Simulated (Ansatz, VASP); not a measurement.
## Pt in VASP and in Ansatz

```
Pt
1.0
     1.82814    1.05548    1.49543
    -1.82814    1.05548    1.49543
     0.00000   -2.11095    1.49543
Pt
1
Direct
  0.50000 0.50000 0.50000
```

Alike in both runs: functional PBEsol; k mesh 21 × 21 × 21; occupations gaussian, width 0.1 eV; no spin polarisation.

Ansatz relaxed the structure, and its values are those at the end. VASP's run is a single point on that final structure, the one shown.

```csv
,VASP,Ansatz
version,VASP 6.6.1,Ansatz 0.2.0
potentials or method,"VASP PAW PBE potentials, release 64 (Pt)","scalar-relativistic, plane waves, PAW"
plane-wave cutoff (eV),520,420
valence electrons in the cell,10,18
```

Ansatz gave:

| Item | Value |
| --- | --- |
| gap on the k mesh at the Fermi level (eV) | none |
| pressure (GPa) | 0.0 |

Task: Which values does VASP return?

Result: gap on the k mesh at the Fermi level (eV): none; pressure (GPa): -0.4.

A gap of «none» marks a metal or a gap that the smearing closes. The two sets of potentials don't hold the same shells in valence.

Caveats: the PAW data sets were made with another functional, which shifts forces and pressure a little (VASP). The runs have no spin-orbit coupling, so splittings on Pt are missing.
